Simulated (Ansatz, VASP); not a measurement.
## Two plane-wave programs on Zn

```
Zn
1.0
     2.74474    0.00000    0.00000
    -1.37237    2.37702    0.00000
     0.00000    0.00000    4.79830
Zn
2
Direct
  0.33333 0.66667 0.25000
  0.66667 0.33333 0.75000
```

Change from the starting cell: strain +0.030 along x and y, -0.030 along z, atoms carried along.

Alike in both runs: task single point; functional LDA; k mesh 21 × 21 × 10; occupations gaussian, width 0.15 eV; no spin polarisation.

```csv
,VASP,Ansatz
version,VASP 6.6.1,Ansatz 0.2.0
potentials or method,"VASP PAW LDA potentials, release 64 (Zn)","scalar-relativistic, plane waves, PAW"
plane-wave cutoff (eV),520,420
valence electrons in the cell,24,24
```

|  | VASP | Ansatz | Ansatz less VASP |
| --- | --- | --- | --- |
| gap on the k mesh at the Fermi level (eV) | none | none | - |
| pressure (GPa) | -10.3 | -10.7 | -0.36 |
| largest component of the traceless stress (GPa) | 1.95 | 2.05 | +0.097 |

A gap of «none» marks a metal or a gap that the smearing closes.
